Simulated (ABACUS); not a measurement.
Runs of ABACUS 3.10.1 on W. It takes space group Im-3m (No. 229, cubic). The conventional cell has a = 3.165 Å, b = 3.165 Å, c = 3.165 Å, α = 90.00°, β = 90.00°, γ = 90.00°. W (site symmetry m-3m) has 8 W at 2.74 Å as nearest neighbours. 

```csv
task,level,potentials or basis,cell,k mesh,cutoff (eV),radial cutoff of the potentials (pseudo_rcut),threshold of the eigensolver,path,points for each segment of the path,symmetry key,gap on the mesh (eV),pressure (GPa),relaxed volume (Å³/atom)
relaxation of cell and atoms,AM05,"SG15 ONCV 1.2 PBE, plane waves",relaxed,10 × 10 × 10,1007,10 bohr,-,-,-,1,none,0.0,15.58
single point,SCAN,"SG15 ONCV 1.2 PBE, plane waves",as given,8 × 8 × 8,1170,10 bohr,-,-,-,1,none,-11.0,-
relaxation of cell and atoms,RPBE,"SSSP 1.3 efficiency PBE, plane waves",relaxed,10 × 10 × 10,748,10 bohr,-,-,-,1,none,0.0,(b)
single point,RPBE,"SSSP 1.3 efficiency PBE, plane waves",as given,10 × 10 × 10,748,10 bohr,-,-,-,1,none,(a),-
single point,LDA-PW92,"PseudoDojo NC SR 0.4.1 LDA stringent, plane waves",as given,10 × 10 × 10,1687,10 bohr,-,-,-,1,none,-8.4,-
single point,TM,"SG15 ONCV 1.2 PBE, plane waves",as given,8 × 8 × 8,1170,10 bohr,-,-,-,1,none,-7.1,-
single point,PBEsol,"PseudoDojo NC SR 0.5 PBE standard, plane waves",as given,10 × 10 × 10,1007,10 bohr,-,-,-,1,none,-1.9,-
single point,M06-L,"SG15 ONCV 1.2 PBE, plane waves",as given,8 × 8 × 8,1170,7 bohr,-,-,-,1,none,-11.0,-
```

Alike in all rows: no spin polarisation; smearing fermi-dirac 0.05 eV.

Problem. Estimate the missing entries.

Solution. (a) 9.7; (b) 16.33.

Caveats: the potentials were made for another functional, which shifts forces and pressure (some runs).

A k mesh can miss the band edges, and the runs leave out spin-orbit coupling on W.

A gap of «none» marks a metal or a gap under the smearing width.

The runs don't all hold the same shells in valence.
